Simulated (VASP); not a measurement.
# P (Cmce) in VASP: settings compared, part 2 of 2

VASP 6.6.1. Earlier steps stand in the parts before.

## (4) Relaxation of cell and atoms, PBE+D3(BJ)

This run uses another cell than the first one, of 17.67 Å³/atom, 1.018 times its volume.

Input file INCAR:

```
SYSTEM = P
ALGO = Normal
EDIFF = 1E-7
EDIFFG = -0.005
ENCUT = 600
GGA = PE
IBRION = 2
ISIF = 3
ISMEAR = 0
IVDW = 12
LASPH = .True.
LCHARG = .False.
LREAL = .False.
LWAVE = .False.
NELM = 80
NSW = 90
PREC = Accurate
SIGMA = 0.03
```

Input file KPOINTS:

```
k-points
0
Gamma
  10 10 8
  0 0 0
```

Input file POSCAR:

```
P                                       
1.0
    1.6580040856     -5.0974227650      0.0000000000
    1.6580040856      5.0974227650     -0.0000000000
    0.0000000000      0.0000000000      4.1805755233
  P             
     4
Direct
     0.8939674341338010    0.1060325658661990    0.0729795414338780
     0.6060325658661990    0.3939674341338010    0.5729795414338781
     0.1060325658661990    0.8939674341338010    0.9270204585661219
     0.3939674341338010    0.6060325658661990    0.4270204585661219
```

Potentials or basis: VASP PAW PBE potentials, release 64 (P).

Started as:

```console
> cat potpaw_PBE.64/P/POTCAR > POTCAR
> mpirun -np 1 vasp_std > vasp.out
```

OUTCAR:

```text
SYSTEM = P
   EDIFF = 1E-7
   EDIFFG = -0.005
   ENCUT = 600
   GGA = PE
   IBRION = 2
   ISIF = 3
   ISMEAR = 0
   IVDW = 12
   LASPH = .True.
   LREAL = .False.
   NELM = 80
   NSW = 90
   PREC = Accurate
 IVDW          = 12

 ion  position               nearest neighbor table
   1  0.894  0.106  0.073-   4 2.22   4 2.22   3 2.25
   2  0.606  0.394  0.573-   3 2.22   3 2.22   4 2.25
   3  0.106  0.894  0.927-   2 2.22   2 2.22   1 2.25
   4  0.394  0.606  0.427-   1 2.22   1 2.22   2 2.25

  LATTYP: Found a base centered orthorhombic cell.
 ALAT       =     3.3160081712
 B/A-ratio  =     3.0744331750
 C/A-ratio  =     1.2607253383

  Lattice vectors:

 A1 = (   1.6580040856,  -5.0974227650,   0.0000000000)
 A2 = (   1.6580040856,   5.0974227650,   0.0000000000)
 A3 = (   0.0000000000,   0.0000000000,   4.1805755233)

Analysis of symmetry for initial positions (statically):
=====================================================================
 Subroutine PRICEL returns:
 Original cell was already a primitive cell.

 Routine SETGRP: Setting up the symmetry group for a
 base centered orthorhombic supercell.

 Subroutine GETGRP returns: Found  8 space group operations
 (whereof  4 operations were pure point group operations)
 out of a pool of  8 trial point group operations.

The static configuration has the point symmetry C_2h.
 The point group associated with its full space group is D_2h.

Analysis of symmetry for dynamics (positions and initial velocities):
=====================================================================
 Subroutine PRICEL returns:
 Original cell was already a primitive cell.

 Routine SETGRP: Setting up the symmetry group for a
 base centered orthorhombic supercell.

 Subroutine GETGRP returns: Found  8 space group operations
 (whereof  4 operations were pure point group operations)
 out of a pool of  8 trial point group operations.

The dynamic configuration has the point symmetry C_2h.
 The point group associated with its full space group is D_2h.

 Subroutine INISYM returns: Found  8 space group operations
 (whereof  4 operations are pure point group operations),
[... 141 lines left out ...]

 Free energy of the ion-electron system (eV)
  ---------------------------------------------------
  ext. energy  EPLUGINS =         0.00000000
  ---------------------------------------------------
  free energy    TOTEN  =       -21.37977139 eV

  energy without entropy =      -21.37964486  energy(sigma->0) =      -21.37970812

 E-fermi :   7.4669     XC(G=0): -10.2496

 val. band max:        7.3701700244   @ k =  -0.4000   0.3000   0.0000
 cond. band min:       7.4733310173   @ k =   0.5000   0.1000   0.0000
 fundamental gap:      0.1031609929
 Fermi energy:         7.4669208729

 k-point     1 :       0.0000    0.0000    0.0000
  band No.  band energies     occupation
      1      -8.6373      2.00000
      2      -5.3024      2.00000
      3      -1.8011      2.00000
      4       0.0915      2.00000
      5       2.2841      2.00000
      6       3.1142      2.00000
      7       3.3034      2.00000
      8       4.5121      2.00000
      9       4.7279      2.00000
     10       6.0018      2.00000
     11       8.3809      0.00000
     12       8.6211      0.00000
     13       9.2880      0.00000
     14      10.8146      0.00000
[... 377 lines left out ...]
      1      -7.2452      2.00000
      2      -5.0407      2.00000
      3      -3.3812      2.00000
      4       0.2707      2.00000
      5       1.7984      2.00000
      6       2.2470      2.00000
      7       2.7203      2.00000
      8       3.8258      2.00000
      9       5.7498      2.00000
     10       5.8279      2.00000
     11       7.5911      0.00000
     12       8.2298      0.00000
     13       9.3406      0.00000
     14      10.6452      0.00000

 [... further k-points ...]

------------------------ aborting loop because EDIFF is reached ----------------------------------------

 Edisp (eV)   -1.58891

 E8    (eV) :    -0.6016

  FORCE on cell =-STRESS in cart. coord.  units (eV):
  Direction    XX          YY          ZZ          XY          YZ          ZX
  --------------------------------------------------------------------------------------
  -------------------------------------------------------------------------------------
  Total      -0.00579     0.01319    -0.01360     0.00000    -0.00000     0.00000
  in kB      -0.13135     0.29913    -0.30845     0.00000    -0.00000     0.00000
  external pressure =       -0.05 kB  Pullay stress =        0.00 kB

 VOLUME and BASIS-vectors are now :
 -----------------------------------------------------------------------------
  energy-cutoff  :      600.00
  volume of cell :       70.66
      direct lattice vectors                 reciprocal lattice vectors
     1.658004086 -5.097422765  0.000000000     0.301567411 -0.098088784  0.000000000
     1.658004086  5.097422765  0.000000000     0.301567411  0.098088784  0.000000000
     0.000000000  0.000000000  4.180575523     0.000000000  0.000000000  0.239201515

 POSITION                                       TOTAL-FORCE (eV/Angst)
 -----------------------------------------------------------------------------------
      1.65800     -4.01644      0.30510         0.000000     -0.001121     -0.002801
      1.65800     -1.08099      2.39538         0.000000      0.001121     -0.002801
      1.65800      4.01644      3.87548         0.000000      0.001121      0.002801
      1.65800      1.08099      1.78519         0.000000     -0.001121      0.002801
 -----------------------------------------------------------------------------------
    total drift:                               -0.000000     -0.000000      0.000000

  FREE ENERGIE OF THE ION-ELECTRON SYSTEM (eV)
  ---------------------------------------------------
  free  energy   TOTEN  =       -22.9686773788 eV

  energy  without entropy=      -22.9685508518  energy(sigma->0) =      -22.96861412

 reached required accuracy - stopping structural energy minimisation
```

CONTCAR:

```text
P
   1.00000000000000
     1.6580040856000000   -5.0974227650000001    0.0000000000000000
     1.6580040856000000    5.0974227650000001    0.0000000000000000
     0.0000000000000000    0.0000000000000000    4.1805755232999999
  P
     4
Direct
     0.8939674341337991    0.1060325658662009    0.0729795414338810
     0.6060325658662009    0.3939674341337991    0.5729795414338810
     0.1060325658662009    0.8939674341337991    0.9270204585661190
     0.3939674341337991    0.6060325658662009    0.4270204585661190

  0.00000000E+00  0.00000000E+00  0.00000000E+00
  0.00000000E+00  0.00000000E+00  0.00000000E+00
  0.00000000E+00  0.00000000E+00  0.00000000E+00
  0.00000000E+00  0.00000000E+00  0.00000000E+00
```

It took 3.7 min on 1 thread of Intel Xeon Platinum 8488C (Sapphire Rapids), shared host; peak memory 0.34 GiB.

Results:

| Property | Result |
| --- | --- |
| Free energy | -22.9687 eV |
| Pressure after relaxing | 0.0 GPa |
| Largest force after relaxing | 0.003 eV/Å |
| Band gap on the k mesh | none (metal or under the smearing width) |
| Dispersion energy per atom | -0.397 eV |

Forces in eV/Å, atoms in the order of the input:
```
P    0.000 -0.001 -0.003
P    0.000  0.001 -0.003
P    0.000  0.001  0.003
P    0.000 -0.001  0.003
```

Final structure:
```cif
data_structure
_symmetry_space_group_name_H-M 'P 1'
_symmetry_Int_Tables_number 1
_cell_length_a 5.3603
_cell_length_b 5.3603
_cell_length_c 4.1806
_cell_angle_alpha 90.000
_cell_angle_beta 90.000
_cell_angle_gamma 143.964
_cell_volume 70.66
loop_
_atom_site_label
_atom_site_type_symbol
_atom_site_fract_x
_atom_site_fract_y
_atom_site_fract_z
_atom_site_occupancy
P1 P 0.89397 0.10603 0.07298 1
P2 P 0.60603 0.39397 0.57298 1
P3 P 0.10603 0.89397 0.92702 1
P4 P 0.39397 0.60603 0.42702 1
```

Levels at points of the mesh, in eV from the Fermi level:
```
           k point  band 8  band 9  band 10  band 11  band 12  band 13
(0.00, 0.00, 0.00)   -2.95   -2.74    -1.47     0.91     1.15     1.82
(0.50, 0.00, 0.00)   -3.31   -2.75    -2.75     0.75     0.75     1.01
(0.50, 0.50, 0.00)   -2.26   -1.87    -0.41     0.40     0.56     2.39
(0.00, 0.00, 0.50)   -3.18   -0.98    -0.98     1.40     1.40     2.19
(0.50, 0.00, 0.50)   -5.84   -2.17    -2.17     1.54     1.54     4.61
(0.50, 0.50, 0.50)   -2.51   -1.35    -1.35     1.27     1.27     2.66
```

Caveat: the relaxation stopped at its first step, so nothing moved; pairwise dispersion overbinds metals, which lowers pressure and volume.

## (5) Relaxation of cell and atoms, PBEsol

This run uses another cell than the first one, of 19.03 Å³/atom, 1.096 times its volume.

Input file INCAR:

```
SYSTEM = P
ALGO = Normal
EDIFF = 1E-6
EDIFFG = -0.01
ENCUT = 600
GGA = PS
IBRION = 2
ISIF = 3
ISMEAR = 0
LASPH = .TRUE.
LCHARG = .FALSE.
LREAL = .FALSE.
LWAVE = .FALSE.
NELM = 80
NSW = 90
PREC = Accurate
SIGMA = 0.03
```

Input file KPOINTS:

```
k-points
0
G
  10 10 8
  0 0 0
```

Input file POSCAR:

```
P
1.0
    1.6582000000     -5.2420000000      0.0000000000
    1.6582000000      5.2420000000      0.0000000000
    0.0000000000      0.0000000000      4.3793000000
P
4
Direct
    0.8983800000      0.1016200000      0.0806800000
    0.6016200000      0.3983800000      0.5806800000
    0.1016200000      0.8983800000      0.9193200000
    0.3983800000      0.6016200000      0.4193200000
```

Potentials or basis: VASP PAW PBE potentials, release 64 (P).

Started as:

```console
> cat potpaw_PBE.64/P/POTCAR > POTCAR
> mpirun -np 1 vasp_std > vasp.out
```

OUTCAR:

```text
SYSTEM = P
   EDIFF = 1E-6
   EDIFFG = -0.01
   ENCUT = 600
   GGA = PS
   IBRION = 2
   ISIF = 3
   ISMEAR = 0
   LASPH = .TRUE.
   LREAL = .FALSE.
   NELM = 80
   NSW = 90
   PREC = Accurate

 ion  position               nearest neighbor table
   1  0.898  0.102  0.081-   4 2.22   4 2.22   3 2.24
   2  0.602  0.398  0.581-   3 2.22   3 2.22   4 2.24
   3  0.102  0.898  0.919-   2 2.22   2 2.22   1 2.24
   4  0.398  0.602  0.419-   1 2.22   1 2.22   2 2.24

  LATTYP: Found a base centered orthorhombic cell.
 ALAT       =     3.3164000000
 B/A-ratio  =     3.1612591967
 C/A-ratio  =     1.3204981305

  Lattice vectors:

 A1 = (   1.6582000000,  -5.2420000000,   0.0000000000)
 A2 = (   1.6582000000,   5.2420000000,   0.0000000000)
 A3 = (   0.0000000000,   0.0000000000,   4.3793000000)

Analysis of symmetry for initial positions (statically):
=====================================================================
 Subroutine PRICEL returns:
 Original cell was already a primitive cell.

 Routine SETGRP: Setting up the symmetry group for a
 base centered orthorhombic supercell.

 Subroutine GETGRP returns: Found  8 space group operations
 (whereof  4 operations were pure point group operations)
 out of a pool of  8 trial point group operations.

The static configuration has the point symmetry C_2h.
[... 181 lines left out ...]
      1      -9.3043      2.00000
      2      -6.2431      2.00000
      3      -3.0006      2.00000
      4      -0.4728      2.00000
      5       1.5532      2.00000
      6       1.9067      2.00000
      7       2.5079      2.00000
      8       3.6729      2.00000
      9       4.0018      2.00000
     10       5.1628      2.00000
     11       7.2468      0.00000
     12       7.6001      0.00000
     13       8.3925      0.00000
     14       9.5536      0.00000
[... 498 lines left out ...]
  FREE ENERGIE OF THE ION-ELECTRON SYSTEM (eV)
  ---------------------------------------------------
  free  energy   TOTEN  =       -23.0380435302 eV

  energy  without entropy=      -23.0379074356  energy(sigma->0) =      -23.03797548

[... ionic steps 4 to 11 ...]

--------------------------------------- Ionic step       12  -------------------------------------------

 number of electron      20.0000001 magnetization

------------------------ aborting loop because EDIFF is reached ----------------------------------------
[... 71 lines left out ...]
--------------------------------------- Ionic step       14  -------------------------------------------

 number of electron      20.0000001 magnetization

 Free energy of the ion-electron system (eV)
  ---------------------------------------------------
  ext. energy  EPLUGINS =         0.00000000
  ---------------------------------------------------
  free energy    TOTEN  =       -23.05011572 eV

  energy without entropy =      -23.04997214  energy(sigma->0) =      -23.05004393

 E-fermi :   7.1367     XC(G=0): -10.2806

 val. band max:        7.0580834369   @ k =  -0.4000   0.3000   0.0000
 cond. band min:       7.1496181282   @ k =   0.5000   0.2000   0.0000
 fundamental gap:      0.0915346912
 Fermi energy:         7.1366913734

 k-point     1 :       0.0000    0.0000    0.0000
  band No.  band energies     occupation
      1      -8.8633      2.00000
      2      -5.6001      2.00000
      3      -2.1178      2.00000
      4      -0.1392      2.00000
      5       1.9777      2.00000
      6       2.7585      2.00000
      7       3.0563      2.00000
      8       4.1918      2.00000
      9       4.5230      2.00000
     10       5.7487      2.00000
     11       8.0030      0.00000
     12       8.2585      0.00000
     13       8.9975      0.00000
     14      10.4490      0.00000
[... 422 lines left out ...]
  FREE ENERGIE OF THE ION-ELECTRON SYSTEM (eV)
  ---------------------------------------------------
  free  energy   TOTEN  =       -23.0501157169 eV

  energy  without entropy=      -23.0499721442  energy(sigma->0) =      -23.05004393

 reached required accuracy - stopping structural energy minimisation
```

CONTCAR:

```text
P
   1.00000000000000
     1.6573841339215420   -5.1610127963768955   -0.0000000000000000
     1.6573841339215420    5.1610127963768955    0.0000000000000000
     0.0000000000000000   -0.0000000000000000    4.2170526206321659
  P
     4
Direct
     0.8953060145780350    0.1046939854219649    0.0738973435809700
     0.6046939854219650    0.3953060145780350    0.5738973435809703
     0.1046939854219649    0.8953060145780350    0.9261026564190297
     0.3953060145780350    0.6046939854219650    0.4261026564190301

  0.00000000E+00  0.00000000E+00  0.00000000E+00
  0.00000000E+00  0.00000000E+00  0.00000000E+00
  0.00000000E+00  0.00000000E+00  0.00000000E+00
  0.00000000E+00  0.00000000E+00  0.00000000E+00
```

It took 20 min on 1 thread of Intel Xeon Platinum 8488C (Sapphire Rapids), shared host; peak memory 0.38 GiB.

Results:

```
Free energy                            : -23.0501 eV
Relaxed volume                         : 18.04 Å³/atom
Relaxed cell                           : a = 5.421 Å, b = 5.421 Å, c = 4.217 Å, α = 90.00°, β = 90.00°, γ = 144.39°
Space group after relaxing (to 0.05 Å) : Cmce (No. 64)
Energy gained by relaxing              : 4.4 meV/atom
Ionic steps                            : 14
Pressure after relaxing                : 0.0 GPa
Largest force after relaxing           : 0.008 eV/Å
Band gap on the k mesh                 : none (metal or under the smearing width)
```

Forces on the atoms (eV/Å):
```
P    0.000  0.000  0.008
P    0.000  0.000  0.008
P    0.000  0.000 -0.008
P    0.000  0.000 -0.008
```

The path:
| step | energy change (eV) | largest force (eV/Å) | pressure (GPa) | volume (Å³) |
| --- | --- | --- | --- | --- |
| 1 | 0.0000 | 0.0678 | -0.96 | 76.13 |
| 2 | -0.0055 | 0.1563 | 0.25 | 74.88 |
| 3 | -0.0055 | 0.1515 | 0.19 | 74.94 |
| 4 | -0.0088 | 0.0465 | -0.08 | 74.65 |
| 5 | -0.0092 | 0.0112 | -0.22 | 74.50 |
| 6 | -0.0126 | 0.0343 | -0.21 | 73.99 |
| 7 | -0.0165 | 0.0899 | -0.13 | 72.67 |
| 8 | -0.0160 | 0.1172 | 0.24 | 72.00 |
| 9 | -0.0174 | 0.0176 | 0.02 | 72.38 |
| 10 | -0.0174 | 0.0175 | 0.03 | 72.38 |
| 11 | -0.0175 | 0.0032 | -0.10 | 72.37 |
| 12 | -0.0175 | 0.0060 | -0.13 | 72.36 |
| 13 | -0.0175 | 0.0048 | -0.10 | 72.30 |
| 14 | -0.0176 | 0.0079 | -0.05 | 72.14 |

Final structure:
```cif
data_structure
_symmetry_space_group_name_H-M 'P 1'
_symmetry_Int_Tables_number 1
_cell_length_a 5.4206
_cell_length_b 5.4206
_cell_length_c 4.2171
_cell_angle_alpha 90.000
_cell_angle_beta 90.000
_cell_angle_gamma 144.393
_cell_volume 72.14
loop_
_atom_site_label
_atom_site_type_symbol
_atom_site_fract_x
_atom_site_fract_y
_atom_site_fract_z
_atom_site_occupancy
P1 P 0.89531 0.10469 0.07390 1
P2 P 0.60469 0.39531 0.57390 1
P3 P 0.10469 0.89531 0.92610 1
P4 P 0.39531 0.60469 0.42610 1
```

Caveat: the PAW data sets were made with another functional, which shifts forces and pressure a little.

## (6) Relaxation of cell and atoms, PBEsol

This run uses another cell than the first one, of 18.04 Å³/atom, 1.039 times its volume.

INCAR, as its differences from that of step 5:

```diff
@@ -2,4 +2,4 @@
 ALGO = Normal
-EDIFF = 1E-6
-EDIFFG = -0.01
+EDIFF = 1E-7
+EDIFFG = -0.005
 ENCUT = 600
```

KPOINTS is that of step 5.

Input file POSCAR:

```
P                                       
1.0
    1.6573841339     -5.1610127964     -0.0000000000
    1.6573841339      5.1610127964      0.0000000000
    0.0000000000     -0.0000000000      4.2170526206
  P             
     4
Direct
     0.8953060145780350    0.1046939854219649    0.0738973435809700
     0.6046939854219650    0.3953060145780350    0.5738973435809703
     0.1046939854219649    0.8953060145780350    0.9261026564190297
     0.3953060145780350    0.6046939854219650    0.4261026564190301
```

Potentials or basis: VASP PAW PBE potentials, release 64 (P).

Started as:

```console
> cat potpaw_PBE.64/P/POTCAR > POTCAR
> mpirun -np 1 vasp_std > vasp.out
```

Wall time 6.1 min (1 thread of Intel Xeon Platinum 8488C (Sapphire Rapids), shared host); peak memory 0.36 GiB.

It converged, with:

```yaml
Free_energy: -23.0498 eV
Relaxed_volume: 18.03 Å³/atom
Relaxed_cell: a = 5.420 Å, b = 5.420 Å, c = 4.216 Å, α = 90.00°, β = 90.00°, γ = 144.39°
Space_group_after_relaxing_to_0.05_Å: Cmce (No. 64)
Energy_gained_by_relaxing: 0.0 meV/atom
Ionic_steps: 3
Pressure_after_relaxing: 0.0 GPa
Band_gap_on_the_k_mesh: none (metal or under the smearing width)
```

Forces in eV/Å, atoms in the order of the input:
```
P    0.000  0.002  0.000
P    0.000 -0.002  0.000
P    0.000 -0.002  0.000
P    0.000  0.002  0.000
```

Final structure:
```
P
1.0
     1.65708   -5.16039    0.00000
     1.65708    5.16039    0.00000
     0.00000    0.00000    4.21635
P
4
Cartesian
  1.6571 -4.0799 0.3118
  1.6571 -1.0805 2.4200
  1.6571 4.0799 3.9046
  1.6571 1.0805 1.7964
```

Levels at points of the mesh, in eV from the Fermi level:
```csv
k point,band 6,band 7,band 8,band 9,band 10,band 11,band 12,band 13,band 14
"(0.00, 0.00, 0.00)",-4.38,-4.08,-2.95,-2.62,-1.39,0.86,1.12,1.86,3.31
"(0.50, 0.00, 0.00)",-5.12,-3.30,-3.30,-2.71,-2.71,0.76,0.76,0.97,0.97
"(0.50, 0.50, 0.00)",-5.32,-4.33,-2.19,-1.86,-0.42,0.44,0.54,2.38,3.06
"(0.00, 0.00, 0.50)",-5.11,-3.11,-3.11,-1.00,-1.00,1.44,1.44,2.29,2.29
"(0.50, 0.00, 0.50)",-5.89,-5.78,-5.78,-2.11,-2.11,1.53,1.53,4.50,4.50
"(0.50, 0.50, 0.50)",-3.18,-2.54,-2.54,-1.37,-1.37,1.27,1.27,2.61,2.61
```

Caveat: the PAW data sets were made with another functional, which shifts forces and pressure a little.

## (7) The runs side by side

```csv
level,potentials or basis,gap on the mesh (eV),pressure (GPa),relaxed volume (Å³/atom)
LDA,"VASP PAW LDA potentials, release 64 (P)",none,0.0,17.35
PBE+D3(BJ),"VASP PAW PBE potentials, release 64 (P)",none,0.0,-
PBEsol,"VASP PAW PBE potentials, release 64 (P)",none,0.0,18.03
```

Alike in all rows: task relaxation of cell and atoms; no spin polarisation; cell relaxed; k mesh 10 × 10 × 8; cutoff (eV) 600; smearing gaussian 0.03 eV.

Caveats: the relaxation stopped at its first step, so nothing moved (some runs); pairwise dispersion overbinds metals, which lowers pressure and volume (some runs); the PAW data sets were made with another functional, which shifts forces and pressure a little (some runs).

Absolute energies hang on the potentials; compare differences alone.
